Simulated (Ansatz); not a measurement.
HgSe: energy less free atoms and pressure against volume per atom

Results calculated with Ansatz 0.2.0, not measured. Periodic Kohn-Sham DFT of a crystal at fixed atoms; pressure and stress are positive in compression; the energy is the free energy less that of spherical unpolarised free atoms; site moments are those in the method's own spheres, positive along +z.

Cell of the first row (space group F-43m, No. 216):
```
HgSe
1.0
      0.0000     2.9740     2.9740
      2.9740     0.0000     2.9740
      2.9740     2.9740     0.0000
Hg Se
1 1
Direct
  0.00000 0.00000 0.00000
  0.75000 0.75000 0.75000
```

Settings of every row: method all-electron LAPW; functional PBE; relativity scalar; k mesh 8x8x8; filling fermi-dirac; smearing width 0.01 eV; basis error target 0.5 meV/atom; nucleus gaussian.

Atom start moment: 0 on all atoms.

Limits: no spin-orbit coupling on heavy atoms.

| row | volume per atom (Å³) | energy less free atoms (eV/atom) | pressure (GPa) |
| --- | --- | --- | --- |
| 1 | 26.305 | -1.9383 | 9.623 |
| 2 | 26.864 | -1.9688 | 7.876 |
| 3 | 27.424 | -1.9935 | 6.314 |
| 4 | 27.704 | -2.0039 | 5.596 |
| 5 | 27.984 | ? | ? |
| 6 | 28.264 | -2.0211 | 4.275 |
| 7 | 28.543 | -2.028 | 3.667 |
| 8 | 29.103 | -2.0388 | 2.547 |
| 9 | 29.663 | -2.0459 | 1.545 |

Question: what energy less free atoms and pressure should row 5 give?

Worked fit of energy less free atoms. Take u = (V_r/V)^(2/3) − 1 with V_r = 27.984 Å³ an atom, which is twice the finite (Eulerian) strain; such expansions in the strain, on which the Birch-Murnaghan equation of state is built, carry the rest volume and the bulk modulus. The shown rows have u = 0.04211, 0.0276, 0.01357, 0.00673, -0.00662, -0.0131, -0.0258, -0.0381. Least squares give energy less free atoms = −2.01308 + 1.2866 × u + 11.375 × u² + 5.7 × u³ eV/atom; a parabola predicts inner rows, each left out in turn, worse (root mean square 9.3e-05 against 1.4e-05 eV/atom). All shown rows lie on it to the printed digit. The withheld row has u = 0, so the fit gives −2.01308 + 1.2866 × (0) + 11.375 × (0)² + 5.7 × (0)³ = -2.0131 eV/atom.

The calculation gave -2.0131 eV/atom. The fit meets it to the printed digit.

Worked fit of pressure. Take u = (V_r/V)^(2/3) − 1 with V_r = 27.984 Å³ an atom, which is twice the finite (Eulerian) strain; such expansions in the strain, on which the Birch-Murnaghan equation of state is built, carry the rest volume and the bulk modulus. The shown rows have u = 0.04211, 0.0276, 0.01357, 0.00673, -0.00662, -0.0131, -0.0258, -0.0381. Least squares give pressure = 4.9163 + 99.036 × u + 288.8 × u² + 320 × u³ GPa; a parabola predicts inner rows, each left out in turn, worse (root mean square 0.0054 against 0.0013 GPa). The rows lie off it by 0.000, 0.000, 0.000, 0.000, 0.002, -0.001, -0.001, 0.000. The withheld row has u = 0, so the fit gives 4.9163 + 99.036 × (0) + 288.8 × (0)² + 320 × (0)³ = 4.916 GPa.

The calculation gave 4.917 GPa. The fit lies 0.001 GPa (0.012 % of the column's range) below it, one unit of the last digit.
